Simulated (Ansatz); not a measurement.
# Be2C (Fm-3m) in Ansatz: equation of state

How stiff is Be2C in PBE, and what volume does it want? The cell is scaled to several volumes.

Everything below comes from runs of Ansatz 0.2.0. Logs are shortened: lines on timing, memory, paths and dates and some standing lists are left out, and cuts for length are marked.

### Step 1. The structure

The structure is cubic, space group Fm-3m (No. 225). Conventional cell: a = 4.330 Å, b = 4.330 Å, c = 4.330 Å, α = 90.00°, β = 90.00°, γ = 90.00°. C (site symmetry m-3m) has 8 Be at 1.87 Å as nearest neighbours. Be (site symmetry -43m) is surrounded by 4 C at 1.87 Å.

### Step 2. Single point, PBE, 6.36 Å³/atom (volume scaled by 0.94)

File input.yaml:

```yaml
crystal:
  lattice:
    - [0.0, 2.1208039254, 2.1208039254]
    - [2.1208039254, 0.0, 2.1208039254]
    - [2.1208039254, 2.1208039254, 0.0]
  atoms:
    - { symbol: C, position: [0.0, 0.0, 0.0] }
    - { symbol: Be, position: [0.75, 0.75, 0.75] }
    - { symbol: Be, position: [0.25, 0.25, 0.25] }
hamiltonian:
  xc: pbe
  pseudopotentials: { kind: paw }
kpoints:
  mp_grid: { grid: [11, 11, 11] }
scf:
  occupations: { method: fermi_dirac, width: 0.05 }
output:
  forces: true
  stress: true
  eigenvalues: true
```

Potentials or basis: Ansatz PAW.

The run is started by

```console
ansatz run input.yaml --threads 2 --pin off --max-ram 5120MiB --backend cpu --events-out ev --progress --plain --runs-dir out
```

Standard output:

```text
Warning: RAYON_NUM_THREADS=2 ignored (pool sized by the plan → 2); use --threads N
Engine: ansatz 0.2.0, aarch64-unknown-linux-gnu
Pseudopotentials: kind: paw
Pseudopotential: C, paw, valence charge 4, recommended cutoff 420 eV (normal), C.paw.azcp
Pseudopotential: Be, paw, valence charge 2, recommended cutoff 420 eV (normal), Be.paw.azcp
Functional definition: PBE
  parameter kappa = 0.804
  parameter beta = 0.06672455060314922
  exchange = pbe_x(kappa = kappa, mu = beta*pi^2/3)
  correlation = pbe_c(beta = beta)
Crystal: 3 atoms, lattice volume = 19.078 Å³
Basis set: ecut = 420 eV, 339 PW (Γ), exchange–correlation on 48×48×48 points (8 copies of the dense FFT grid, shifted against one another)
Bands: 8, of which v1, the nominal top of the filled ones, is band 4 counted from 1 (3 counted from 0)
Symmetry: 48 space group operations
Space group: Fm-3m (ITA 225), of the structure as read, at distance tolerance 2.7e-5 Å
k-points: 56 of 1331
Non-local potential: C, projectors of the file, l = 0: 2, l = 1: 2, l = 2: 1
Non-local potential: Be, projectors of the file, l = 0: 2, l = 1: 2, l = 2: 1
PAW form: soft (Blöchl's): semilocal exchange-correlation on the pseudo side does not see the compensation charge
PAW one-centre angular grid: C, 110 points (default); XC on 64 Gauss nodes
PAW one-centre angular grid: Be, 110 points (default); XC on 64 Gauss nodes
Initial density: superposition of atomic densities (neutral atoms: chi_scale 0, normalization atom), corrected by the library's trained network
Initial wavefunctions: pseudopotential atomic-orbital guess
Functional: x = pbe(κ = 0.804, μ = 0.2195149727645171), c = pbe(β = 0.06672455060314922)
SCF iter   1: F=—  HF=-437.123390 eV  |F-HF|=—  |Δ(HF+E_count)|=         —  Δρ=7.09e-4  dr2=1.68e-5  ethr=1.77e-3  ⟨swp⟩=5.3  Hψ=3360  notcnv=0
preconditioner: auto → none  [insulator: Δε(μ)=1.296 eV  Ē_g=14.509 eV  σ=0.050 eV  W_gap=1.00  n_scr=0 (ndim 8)  ℏωp=24.0 eV  f_vac=0.000  D(μ)=0.00/eV (n_scr^D=0)  ε∞_Penn≈3.7]
SCF iter   2: F=—  HF=-437.123704 eV  |F-HF|=—  |Δ(HF+E_count)|=   3.14e-4  Δρ=3.72e-4  dr2=6.16e-6  ethr=2.10e-7  ⟨swp⟩=2.3  Hψ=1145  notcnv=0
SCF iter   3: F=—  HF=-437.123694 eV  |F-HF|=—  |Δ(HF+E_count)|=   1.01e-5  Δρ=2.61e-4  dr2=1.35e-5  ethr=7.70e-8  ⟨swp⟩=2.0  Hψ=672  notcnv=0
SCF iter   4: F=—  HF=-437.123690 eV  |F-HF|=—  |Δ(HF+E_count)|=   4.44e-6  Δρ=2.60e-5  dr2=1.32e-7  ethr=7.70e-8  ⟨swp⟩=2.0  Hψ=637  notcnv=0
iter 5 did not close the SCF: its close was put off for the readings that it lacked (scf_convergence_deferred on its scf_iter line)
SCF iter   5: F=-437.123690 eV  HF=-437.123690 eV  |F-HF|=5.85e-10  |Δ(HF+E_count)|=   3.65e-8  Δρ=3.23e-6  dr2=1.61e-9  ethr=1.65e-9  ⟨swp⟩=2.4  Hψ=645  notcnv=0
SCF iter   6: F=-437.123690 eV  HF=-437.123690 eV  |F-HF|=2.96e-12  |Δ(HF+E_count)|=  7.00e-11  Δρ=2.78e-7  dr2=1.11e-11  ethr=2.02e-11  ⟨swp⟩=1.3  Hψ=1351  notcnv=0
SCF 1 converged in 6 iterations: F = -437.123690 eV  dr2 = 1.11e-11
SCF converged after 6 iterations
Free energy (F): -437.123690 eV
Harris-Foulkes:  -437.123690 eV  (|F-HF|=2.96e-12)
Internal energy: -437.123690 eV  (E = F + TS)
E sigma→0 (E₀):  -437.123690 eV
Entropy (-TS):   -0.000000 eV (-0.000 meV/atom)
Fermi energy:    10.945649 eV
--- Per-component energies (eV) ---
  E_band       = 29.149352
  E_kinetic    = 138.847054
  E_local      = -84.412966  (includes V_loc(G=0)·N_el)
  E_nonlocal   = 35.910878
  E_hartree    = 26.719755
  E_xc         = -90.390924
  E_vxc        = -104.854849  (∫ρ·V_xc dr)
  E_paw        = -218.660916  (= ΣΔE_a)
  E_vpaw       = -9.780309  (= ΣTr[D̂ρ^β])
  E_aug_tail   = 0.000007  (compensation charges beyond the density's cutoff)
  E_ewald      = -245.136577
  E_smearing   = -0.000000  (= −TS)
  E_closure    = 0.000000  (closes the sum)
  Σ components = -437.123690   (vs F -437.123690, Δ=0.00e0)
--- Forces (eV/Å), atoms counted from 1 ---
  atom   1  C     -0.00000000     0.00000000    -0.00000000
  atom   2  Be     0.00000000    -0.00000000     0.00000000
  atom   3  Be    -0.00000000    -0.00000000     0.00000000
  max |Σ_I F_I| component: 5.78e-17 eV/Å
--- Stress (GPa, compression-positive) ---
       13.639281      -0.000000      -0.000000
       -0.000000      13.639281      -0.000000
        0.000000      -0.000000      13.639281
  P = ⅓ Tr σ = 13.6393 GPa (136.393 kbar)
--- Band table (eV; the first three rows and the last of 56) ---
  k-point 0: bands = ["-5.1732", "10.3135", "10.3135", "10.3135", "14.5648", "14.5648", "14.5648", "17.7486"]
  k-point 1: bands = ["-5.0368", "9.1325", "10.0389", "10.0389", "14.9629", "14.9629", "15.3682", "18.0193"]
  k-point 2: bands = ["-4.6314", "6.9628", "9.4834", "9.4834", "15.6991", "15.6991", "16.4180", "18.7559"]
  k-point 55: bands = ["-1.0981", "3.3384", "4.0835", "4.8481", "15.8681", "19.0007", "20.2121", "20.9264"]
```

Run time: 0.54 s. Hardware: 2 threads of Arm Neoverse V1, shared host; peak memory 0.26 GiB.

What came out:

```
Free energy            : -437.1237 eV
Pressure               : 13.6 GPa
Band gap on the k mesh : 1.29 eV, indirect (least direct gap 4.25 eV)
```

Caveat: odd divisions of the mesh miss points on the zone boundary, where band edges often lie, so the gap on the mesh can be too wide.

### Step 3. Single point, PBE, 6.49 Å³/atom (volume scaled by 0.96)

input.yaml, as its differences from that of step 2:

```diff
@@ -2,5 +2,5 @@
   lattice:
-    - [0.0, 2.1208039254, 2.1208039254]
-    - [2.1208039254, 0.0, 2.1208039254]
-    - [2.1208039254, 2.1208039254, 0.0]
+    - [0.0, 2.1357396564, 2.1357396564]
+    - [2.1357396564, 0.0, 2.1357396564]
+    - [2.1357396564, 2.1357396564, 0.0]
   atoms:
@@ -20 +20,5 @@
   eigenvalues: true
+  write_density: true
+  write_potential: true
+  elf: true
+  volumetric_format: npy
```

Potentials or basis: Ansatz PAW.

The run is started by

```console
ansatz run input.yaml --threads 2 --pin off --max-ram 5120MiB --backend cpu --events-out ev --progress --plain --runs-dir out
```

Standard output:

```text
Warning: RAYON_NUM_THREADS=2 ignored (pool sized by the plan → 2); use --threads N
Engine: ansatz 0.2.0, aarch64-unknown-linux-gnu
Pseudopotentials: kind: paw
Pseudopotential: C, paw, valence charge 4, recommended cutoff 420 eV (normal), C.paw.azcp
Pseudopotential: Be, paw, valence charge 2, recommended cutoff 420 eV (normal), Be.paw.azcp
Functional definition: PBE
  parameter kappa = 0.804
  parameter beta = 0.06672455060314922
  exchange = pbe_x(kappa = kappa, mu = beta*pi^2/3)
  correlation = pbe_c(beta = beta)
Crystal: 3 atoms, lattice volume = 19.484 Å³
Basis set: ecut = 420 eV, 339 PW (Γ), exchange–correlation on 48×48×48 points (8 copies of the dense FFT grid, shifted against one another)
Bands: 8, of which v1, the nominal top of the filled ones, is band 4 counted from 1 (3 counted from 0)
Symmetry: 48 space group operations
Space group: Fm-3m (ITA 225), of the structure as read, at distance tolerance 2.7e-5 Å
k-points: 56 of 1331
Non-local potential: C, projectors of the file, l = 0: 2, l = 1: 2, l = 2: 1
Non-local potential: Be, projectors of the file, l = 0: 2, l = 1: 2, l = 2: 1
PAW form: soft (Blöchl's): semilocal exchange-correlation on the pseudo side does not see the compensation charge
PAW one-centre angular grid: C, 110 points (default); XC on 64 Gauss nodes
PAW one-centre angular grid: Be, 110 points (default); XC on 64 Gauss nodes
Initial density: superposition of atomic densities (neutral atoms: chi_scale 0, normalization atom), corrected by the library's trained network
Initial wavefunctions: pseudopotential atomic-orbital guess
Functional: x = pbe(κ = 0.804, μ = 0.2195149727645171), c = pbe(β = 0.06672455060314922)
SCF iter   1: F=—  HF=-437.151566 eV  |F-HF|=—  |Δ(HF+E_count)|=         —  Δρ=6.72e-4  dr2=1.14e-5  ethr=1.77e-3  ⟨swp⟩=5.4  Hψ=3348  notcnv=0
preconditioner: auto → none  [insulator: Δε(μ)=1.284 eV  Ē_g=14.299 eV  σ=0.050 eV  W_gap=1.00  n_scr=0 (ndim 8)  ℏωp=23.8 eV  f_vac=0.000  D(μ)=0.00/eV (n_scr^D=0)  ε∞_Penn≈3.8]
SCF iter   2: F=—  HF=-437.151841 eV  |F-HF|=—  |Δ(HF+E_count)|=   2.75e-4  Δρ=3.53e-4  dr2=5.35e-6  ethr=1.42e-7  ⟨swp⟩=2.4  Hψ=1148  notcnv=0
SCF iter   3: F=—  HF=-437.151827 eV  |F-HF|=—  |Δ(HF+E_count)|=   1.47e-5  Δρ=2.56e-4  dr2=1.36e-5  ethr=6.68e-8  ⟨swp⟩=2.0  Hψ=672  notcnv=0
SCF iter   4: F=—  HF=-437.151822 eV  |F-HF|=—  |Δ(HF+E_count)|=   4.40e-6  Δρ=3.04e-5  dr2=1.88e-7  ethr=6.68e-8  ⟨swp⟩=2.1  Hψ=643  notcnv=0
iter 5 did not close the SCF: its close was put off for the readings that it lacked (scf_convergence_deferred on its scf_iter line)
SCF iter   5: F=-437.151822 eV  HF=-437.151822 eV  |F-HF|=6.94e-10  |Δ(HF+E_count)|=   5.11e-8  Δρ=3.50e-6  dr2=2.00e-9  ethr=2.36e-9  ⟨swp⟩=2.4  Hψ=640  notcnv=0
SCF iter   6: F=-437.151822 eV  HF=-437.151822 eV  |F-HF|=4.60e-12  |Δ(HF+E_count)|=  2.54e-10  Δρ=2.94e-7  dr2=1.37e-11  ethr=2.49e-11  ⟨swp⟩=4.0  Hψ=1946  notcnv=0
SCF 1 converged in 6 iterations: F = -437.151822 eV  dr2 = 1.37e-11
SCF converged after 6 iterations
Free energy (F): -437.151822 eV
Harris-Foulkes:  -437.151822 eV  (|F-HF|=4.60e-12)
Internal energy: -437.151822 eV  (E = F + TS)
E sigma→0 (E₀):  -437.151822 eV
Entropy (-TS):   -0.000000 eV (-0.000 meV/atom)
Fermi energy:    10.687470 eV
--- Per-component energies (eV) ---
  E_band       = 27.774551
  E_kinetic    = 137.602660
  E_local      = -85.423278  (includes V_loc(G=0)·N_el)
  E_nonlocal   = 35.691542
  E_hartree    = 26.972479
  E_xc         = -90.012229
  E_vxc        = -104.365041  (∫ρ·V_xc dr)
  E_paw        = -218.560723  (= ΣΔE_a)
  E_vpaw       = -9.676325  (= ΣTr[D̂ρ^β])
  E_aug_tail   = 0.000007  (compensation charges beyond the density's cutoff)
  E_ewald      = -243.422279
  E_smearing   = -0.000000  (= −TS)
  E_closure    = 0.000000  (closes the sum)
  Σ components = -437.151822   (vs F -437.151822, Δ=0.00e0)
--- Forces (eV/Å), atoms counted from 1 ---
  atom   1  C     -0.00000000     0.00000000    -0.00000000
  atom   2  Be     0.00000000     0.00000000     0.00000000
  atom   3  Be    -0.00000000     0.00000000    -0.00000000
  max |Σ_I F_I| component: 3.70e-17 eV/Å
--- Stress (GPa, compression-positive) ---
        8.598385       0.000000      -0.000000
        0.000000       8.598385      -0.000000
        0.000000      -0.000000       8.598385
  P = ⅓ Tr σ = 8.5984 GPa (85.984 kbar)
--- Band table (eV; the first three rows and the last of 56) ---
  k-point 0: bands = ["-5.2695", "10.0603", "10.0603", "10.0603", "14.2716", "14.2716", "14.2716", "17.2554"]
  k-point 1: bands = ["-5.1348", "8.8963", "9.7910", "9.7910", "14.6615", "14.6615", "15.0469", "17.5416"]
  k-point 2: bands = ["-4.7342", "6.7556", "9.2463", "9.2463", "15.3851", "15.3851", "16.0346", "18.3224"]
  k-point 55: bands = ["-1.2615", "3.2044", "3.9093", "4.6789", "15.5521", "18.5887", "19.7824", "20.4946"]
```

Wall time 0.68 s (2 threads of Arm Neoverse V1, shared host); peak memory 0.26 GiB.

What came out:

```yaml
Free_energy: -437.1518 eV
Pressure: 8.6 GPa
Band_gap_on_the_k_mesh: 1.28 eV, indirect (least direct gap 4.21 eV)
```

Caveat: odd divisions of the mesh miss points on the zone boundary, where band edges often lie, so the gap on the mesh can be too wide.

### Step 4. Single point, PBE, 6.63 Å³/atom (volume scaled by 0.98)

input.yaml, as its differences from that of step 3:

```diff
@@ -2,5 +2,5 @@
   lattice:
-    - [0.0, 2.1357396564, 2.1357396564]
-    - [2.1357396564, 0.0, 2.1357396564]
-    - [2.1357396564, 2.1357396564, 0.0]
+    - [0.0, 2.1504693608, 2.1504693608]
+    - [2.1504693608, 0.0, 2.1504693608]
+    - [2.1504693608, 2.1504693608, 0.0]
   atoms:
@@ -20,5 +20 @@
   eigenvalues: true
-  write_density: true
-  write_potential: true
-  elf: true
-  volumetric_format: npy
```

The run is started by

```console
ansatz run input.yaml --threads 2 --pin off --max-ram 5120MiB --backend cpu --events-out ev --progress --plain --runs-dir out
```

Run time: 0.55 s. Hardware: 2 threads of Arm Neoverse V1, shared host; peak memory 0.26 GiB.

It converged, with:

```
Free energy            : -437.1676 eV
Pressure               : 4.0 GPa
Band gap on the k mesh : 1.28 eV, indirect (least direct gap 4.17 eV)
```

Caveat: odd divisions of the mesh miss points on the zone boundary, where band edges often lie, so the gap on the mesh can be too wide.

### Step 5. Single point, PBE, 6.77 Å³/atom

input.yaml, as its differences from that of step 4:

```diff
@@ -2,5 +2,5 @@
   lattice:
-    - [0.0, 2.1504693608, 2.1504693608]
-    - [2.1504693608, 0.0, 2.1504693608]
-    - [2.1504693608, 2.1504693608, 0.0]
+    - [0.0, 2.165, 2.165]
+    - [2.165, 0.0, 2.165]
+    - [2.165, 2.165, 0.0]
   atoms:
```

The run is started by

```console
ansatz run input.yaml --threads 2 --pin off --max-ram 5120MiB --backend cpu --events-out ev --progress --plain --runs-dir out
```

Run time: 0.54 s. Hardware: 2 threads of Arm Neoverse V1, shared host; peak memory 0.26 GiB.

It converged, with:

| Item | Value |
| --- | --- |
| Free energy | -437.1723 eV |
| Pressure | -0.2 GPa |
| Band gap on the k mesh | 1.27 eV, indirect (least direct gap 4.14 eV) |

Caveat: odd divisions of the mesh miss points on the zone boundary, where band edges often lie, so the gap on the mesh can be too wide.

### Step 6. Single point, PBE, 6.90 Å³/atom (volume scaled by 1.02)

input.yaml, as its differences from that of step 5:

```diff
@@ -2,5 +2,5 @@
   lattice:
-    - [0.0, 2.165, 2.165]
-    - [2.165, 0.0, 2.165]
-    - [2.165, 2.165, 0.0]
+    - [0.0, 2.1793381662, 2.1793381662]
+    - [2.1793381662, 0.0, 2.1793381662]
+    - [2.1793381662, 2.1793381662, 0.0]
   atoms:
@@ -20 +20,5 @@
   eigenvalues: true
+  write_density: true
+  write_potential: true
+  elf: true
+  volumetric_format: npy
```

Potentials or basis: Ansatz PAW.

The run is started by

```console
ansatz run input.yaml --threads 2 --pin off --max-ram 5120MiB --backend cpu --events-out ev --progress --plain --runs-dir out
```

Run time: 0.69 s. Hardware: 2 threads of Arm Neoverse V1, shared host; peak memory 0.27 GiB.

Results (log left out):

```
Free energy            : -437.1669 eV
Pressure               : -4.1 GPa
Band gap on the k mesh : 1.26 eV, indirect (least direct gap 4.10 eV)
```

Caveat: odd divisions of the mesh miss points on the zone boundary, where band edges often lie, so the gap on the mesh can be too wide.

### Step 7. Single point, PBE, 7.04 Å³/atom (volume scaled by 1.04)

input.yaml, as its differences from that of step 6:

```diff
@@ -2,5 +2,5 @@
   lattice:
-    - [0.0, 2.1793381662, 2.1793381662]
-    - [2.1793381662, 0.0, 2.1793381662]
-    - [2.1793381662, 2.1793381662, 0.0]
+    - [0.0, 2.1934901093, 2.1934901093]
+    - [2.1934901093, 0.0, 2.1934901093]
+    - [2.1934901093, 2.1934901093, 0.0]
   atoms:
```

The run is started by

```console
ansatz run input.yaml --threads 2 --pin off --max-ram 5120MiB --backend cpu --events-out ev --progress --plain --runs-dir out
```

It took 0.7 s on 2 threads of Arm Neoverse V1, shared host; peak memory 0.27 GiB.

Results (log left out):

| Property | Result |
| --- | --- |
| Free energy | -437.1520 eV |
| Pressure | -7.6 GPa |
| Band gap on the k mesh | 1.25 eV, indirect (least direct gap 4.06 eV) |

Caveat: odd divisions of the mesh miss points on the zone boundary, where band edges often lie, so the gap on the mesh can be too wide.

### Step 8. Single point, PBE, 7.17 Å³/atom (volume scaled by 1.06)

input.yaml, as its differences from that of step 7:

```diff
@@ -2,5 +2,5 @@
   lattice:
-    - [0.0, 2.1934901093, 2.1934901093]
-    - [2.1934901093, 0.0, 2.1934901093]
-    - [2.1934901093, 2.1934901093, 0.0]
+    - [0.0, 2.2074617605, 2.2074617605]
+    - [2.2074617605, 0.0, 2.2074617605]
+    - [2.2074617605, 2.2074617605, 0.0]
   atoms:
@@ -20,5 +20 @@
   eigenvalues: true
-  write_density: true
-  write_potential: true
-  elf: true
-  volumetric_format: npy
```

The run is started by

```console
ansatz run input.yaml --threads 2 --pin off --max-ram 5120MiB --backend cpu --events-out ev --progress --plain --runs-dir out
```

Wall time 0.56 s (2 threads of Arm Neoverse V1, shared host); peak memory 0.26 GiB.

The run converged. Its results:

```
Free energy            : -437.1287 eV
Pressure               : -10.8 GPa
Band gap on the k mesh : 1.24 eV, indirect (least direct gap 4.02 eV)
```

Caveat: odd divisions of the mesh miss points on the zone boundary, where band edges often lie, so the gap on the mesh can be too wide.

### Step 9. Equation of state, PBE

Potentials or basis: Ansatz PAW.

No new run: the results of the series are fitted here.

Results:

| Property | Result |
| --- | --- |
| Equilibrium volume | 6.76 Å³/atom |
| Bulk modulus | 202 GPa |
| Pressure derivative of the bulk modulus | 3.6 |

Energy against volume, from the lowest point:
```
volume (Å³/atom)  energy (meV/atom)
           6.359              16.21
           6.495               6.83
           6.630               1.57
           6.765               0.00
           6.901               1.82
           7.036               6.76
           7.171              14.53
```
